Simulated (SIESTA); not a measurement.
TaN under changes of volume

One of the cells (10.991 Å³/atom); the others are scaled copies at fixed shape and fractional positions:

```
CELL_PARAMETERS angstrom
2.95746 0.00000 0.00000
-1.47873 2.56123 0.00000
0.00000 0.00000 2.90209
ATOMIC_POSITIONS crystal
Ta 0.00000 0.00000 0.50000
N 0.66667 0.33333 0.00000
```

- Program: SIESTA 5.4.2
- Functional: PBE
- Potentials or basis: PseudoDojo 0.4 standard (PBE files)
- Basis: DZP (energy shift 0.002 Ry)
- Grid cutoff: 800 Ry
- Energy shift: 0.002 Ry
- k mesh: 10 × 10 × 9
- Occupations: fermi-dirac, width 0.05 eV
- Spin: no spin polarisation

```csv
volume (Å³/atom),energy over the lowest point (meV/atom),pressure (GPa)
10.129,102.05,37.5
10.345,58.51,27.5
10.560,27.77,18.4
10.991,0.00,2.8
11.207,?,?
11.422,10.23,-9.9
```

Question: What does the run at 11.207 Å³/atom give?

Answer: Energy over the lowest point 0.87 meV/atom; pressure -3.9 GPa.

Worked out: A Birch-Murnaghan fit of order 3 (a polynomial in V^(-2/3)) to the other rows has its minimum at 11.08 Å³/atom with B0 = V·E''(V) = 349 GPa and B' = 4.0 at fixed shape and positions, which overstates the stiffness. It gives 0.82 meV/atom at 11.207 Å³/atom, against the run's 0.87, and -dE/dV = -3.9 GPa, against -3.9.

Energies are extrapolated to zero smearing.

Caveats: semicore shells carry a single zeta, which can move pressures by several GPa and volumes by a few percent; the basis of atomic orbitals isn't converged, which shifts pressures, moduli and gaps.
